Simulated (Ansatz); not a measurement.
# HgS: the cost of one run

Program: Ansatz 0.2.0. Level of theory: reference: DFT, r2SCAN, plane waves, PAW. These are calculated values, not measurements.

1 further run of the same task is left out (it didn't finish).

## 1. Starting point

The structure is cubic, space group F-43m (No. 216). The conventional cell has a = 5.930 Å, b = 5.930 Å, c = 5.930 Å, α = 90.00°, β = 90.00°, γ = 90.00°. Hg (site symmetry -43m) is surrounded by 4 S at 2.57 Å. S (site symmetry -43m) has 4 Hg at 2.57 Å as nearest neighbours.

Coordinates:

```cif
data_structure
_symmetry_space_group_name_H-M 'P 1'
_symmetry_Int_Tables_number 1
_cell_length_a 4.1934
_cell_length_b 4.1934
_cell_length_c 4.1934
_cell_angle_alpha 60.000
_cell_angle_beta 60.000
_cell_angle_gamma 60.000
_cell_volume 52.14
loop_
_atom_site_label
_atom_site_type_symbol
_atom_site_fract_x
_atom_site_fract_y
_atom_site_fract_z
_atom_site_occupancy
Hg1 Hg 0.00000 0.00000 0.00000 1
S1 S 0.25000 0.25000 0.25000 1
```

## 2. Baseline

Contents of input.yaml:

```yaml
crystal:
  lattice:
    - [0.0, 2.9651863031, 2.9651863031]
    - [2.9651863031, 0.0, 2.9651863031]
    - [2.9651863031, 2.9651863031, 0.0]
  atoms:
    - { symbol: Hg, position: [0.0, 0.0, 0.0] }
    - { symbol: S, position: [0.25, 0.25, 0.25] }
kpoints:
  mp_grid: { grid: [6, 6, 6] }
hamiltonian:
  xc: r2scan
scf:
  occupations: { method: fermi_dirac, width: 0.02 }
  n_extra_bands: 4
output:
  forces: true
  stress: true
  eigenvalues: true
```

Started as:

```
$ ansatz run input.yaml --threads 4 --pin off --max-ram 3686MiB --backend cpu --events-out ev --progress --plain --runs-dir out
```

Q: Estimate wall time and peak memory on 4 threads of Arm Neoverse N1, shared host.

About 2.2 s, with a peak of 0.45 GiB.
